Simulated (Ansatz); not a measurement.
**Lu: from a first guess to the relaxed bcc type**

First guess:

```yaml
crystal:
  lattice:
    - [-1.86260, 1.86260, 1.86260]
    - [1.86260, -1.86260, 1.86260]
    - [1.86260, 1.86260, -1.86260]
  atoms:
    - { symbol: Lu, position: [0.00000, 0.00000, 0.00000] }
```

Theory: DFT, PBE, PAW with Ansatz's default frozen-core files, scalar-relativistic in Ansatz 0.2.0.

Cell and atoms relax within the symmetry of the start on a 15×15×15 k mesh with 0.08 eV Fermi–Dirac smearing.

The start is built from a prototype, known or not as a phase of this compound; the cutoff is 420 eV.

No spin–orbit coupling, which matters for the heavy atoms here.

Question: What is the pressure of the first guess?

Answer: 7.34 GPa.

Question: What does it relax to?

Answer: a = 3.900 Å, b = 3.900 Å, c = 3.900 Å, α = 90.00°, β = 90.00°, γ = 90.00° (conventional cell), 29.66 Å³ per atom:
Space group Im-3m (No. 229). a = 3.900 Å, b = 3.900 Å, c = 3.900 Å, α = 90.00°, β = 90.00°, γ = 90.00°
```csv
atom,site,symmetry,x,y,z
Lu,2a,m-3m,0.0000,0.0000,0.0000
```

Question: How much energy does the relaxation release?

Answer: 79 meV/atom.
